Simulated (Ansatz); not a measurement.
**Equation of state of gallium, fcc**

Theory: DFT, PBE, plane waves (420 eV) with PAW, scalar-relativistic in Ansatz 0.2.0.

The cell is scaled uniformly from the relaxed one, with fractional coordinates and shape fixed. Energies are extrapolated to zero smearing, pressures are those at the given smearing. Magnetic state: spin not included.

| V (Å³/atom) | E − E₀ (meV/atom) | P (GPa) |
| --- | --- | --- |
| 16.700 | 50.4 | 8.24 |
| 17.459 | 20.0 | 4.79 |
| 18.218 | 4.2 | 2.05 |
| 18.977 | 0.0 | -0.11 |
| 19.736 | 5.0 | -1.82 |
| 20.496 | 17.1 | -3.18 |
| 21.255 | 35.1 | -4.25 |

Problem. Fit a third-order Birch-Murnaghan equation.

Solution. V₀ = 18.92 Å³/atom, B₀ = 49 GPa, B₀′ = 4.8.
